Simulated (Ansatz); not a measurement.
A calculation with Ansatz 0.2.0 of Ir (ASE script, structure from a P1 CIF):

File run.py:

```python
import json

import ase.io
import numpy as np

import ansatz as az

atoms = ase.io.read("Ir.cif")
atoms.info.pop("occupancy", None)

calculation = (
    az.Crystal.from_ase(atoms)
    .calculation()
    .kpoints(12, 12, 12)
    .functional("revpbe", dispersion="d3bj")
    .pseudopotentials(kind="nc", source="spms")
    .hubbard(projectors="all-electron-atomic", double_counting="fll")
    .hubbard("Ir", "d", u_eff=8.0)
    .occupations(method="gaussian", width=0.05)
    .populations(orbitals="intrinsic")
    .forces()
    .stress()
    .band_table(publish=True)
)
outcome = calculation.run(threads=2, events_out="events.jsonl")

report = outcome.report
for line in open("events.jsonl"):
    event = json.loads(line)
    if event["event"] == "scf_iter":
        d = event["data"]
        print(f"SCF {d['iter']:3d}  HF = {d['harris_foulkes_ev']:.6f} eV  dr2 = {d['dr2_ev']:.2e} eV")
    elif event["event"] in ("relax_step", "md_step"):
        d = event["data"]
        print(f"{event['event']} {d['step']:3d}  E = {d['lagrangian_ev']:.6f} eV")
np.set_printoptions(precision=5, suppress=True, linewidth=110)
print("converged:", report["converged"], "after", report["n_iterations"], "iterations")
print(f"free energy {report['free_energy_ev']:.6f} eV, Fermi level {report['fermi_energy_ev']:.4f} eV")
for key in ("band_edges_ev", "magnetization_mub", "site_moments_mub", "site_moments_nc_mub", "forces_ev_ang",
                "stress_gpa"):
    if report.get(key) is not None:
        print(key, np.array(report[key]), sep="\n")
```

The input Ir.cif:

```cif
data_Ir
_cell_length_a 2.63480878
_cell_length_b 2.63480878
_cell_length_c 2.63480878
_cell_angle_alpha 60.00000000
_cell_angle_beta 60.00000000
_cell_angle_gamma 60.00000000
_space_group_name_H-M_alt 'P1'
_space_group_name_Hall 'P 1'
_space_group_IT_number 1
loop_
_space_group_symop_operation_xyz
'x,y,z'
loop_
_atom_site_label
_atom_site_type_symbol
_atom_site_symmetry_multiplicity
_atom_site_Wyckoff_symbol
_atom_site_fract_x
_atom_site_fract_y
_atom_site_fract_z
_atom_site_occupancy
Ir1 Ir 1 a 0.0000000000 0.0000000000 0.0000000000 1
```

Potentials or basis: SPMS NC.

Launch:

```console
$ python run.py
```

The cell isn't the ideal one: volume scaled by 0.92.

Question: Write the same calculation in another form: native input, structure typed inline.

Answer: As run:

Contents of input.yaml:

```yaml
crystal:
  lattice:
    - [2.63480878, 0.0, 0.0]
    - [1.31740439, 2.2818113376, 0.0]
    - [1.31740439, 0.7606037792, 2.1513123603]
  atoms:
    - { symbol: Ir, position: [0.0, 0.0, 0.0] }
hamiltonian:
  xc: revpbe
  pseudopotentials: { kind: nc, source: spms }
  dispersion: d3bj
  hubbard:
    sites: [{ species: Ir, l: d, u_eff: 8.0 }]
    projectors: all-electron-atomic
    double_counting: fll
kpoints:
  mp_grid: { grid: [12, 12, 12] }
scf:
  occupations: { method: gaussian, width: 0.05 }
output:
  forces: true
  stress: true
  eigenvalues: true
  bader: false
  populations: intrinsic
  write_density: true
  write_potential: true
  elf: true
  volumetric_format: npy
```

Potentials or basis: SPMS NC.

Launch:

```sh
$ ansatz run input.yaml --threads 2 --pin off --max-ram 5120MiB --backend cpu --events-out ev --progress --plain --runs-dir out
```

Both were run:

|  | ASE script, structure from a P1 CIF | native input, structure typed inline |
| --- | --- | --- |
| Pressure | 13.2 GPa | 13.2 GPa |
| Band gap on the k mesh | none (metal or under the smearing width) | none (metal or under the smearing width) |

Keys that steer only the numerical path or the files written may differ.

Caveat: the potentials were made for another functional, which shifts forces and pressure; U without spin polarisation on a metal has little footing; pairwise dispersion overbinds metals, which lowers pressure and volume; the U is typed as a test and isn't derived for this compound.
